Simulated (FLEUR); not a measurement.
The system is CuI (Marshite).

```
I Cu
1.0
     0.00000    3.03150    3.03150
     3.03150    0.00000    3.03150
     3.03150    3.03150    0.00000
I Cu
1 1
Cartesian
  0.0000 0.0000 0.0000
  4.5473 4.5473 4.5473
```

Base run:

| Item | Value |
| --- | --- |
| Program | FLEUR MaX-R8.1 (later development tree) |
| Functional | PBEsol |
| Potentials or basis | all-electron |
| Basis | FLAPW |
| Kmax | 4.39 1/bohr |
| k mesh | 8 × 8 × 8 |
| Occupations | fermi-dirac, width 0.05 eV |
| Spin | no spin polarisation |

Its results: band gap on the k mesh 1.00 eV, direct.

Task: The run is repeated on the same cell with these changes: functional from PBEsol to LDA. What comes out?

Result: Band gap on the k mesh 0.94 eV, direct.

Caveats: spin-orbit coupling is left out, which moves the levels of the heavy elements.

Not every run made on this cell is shown here.
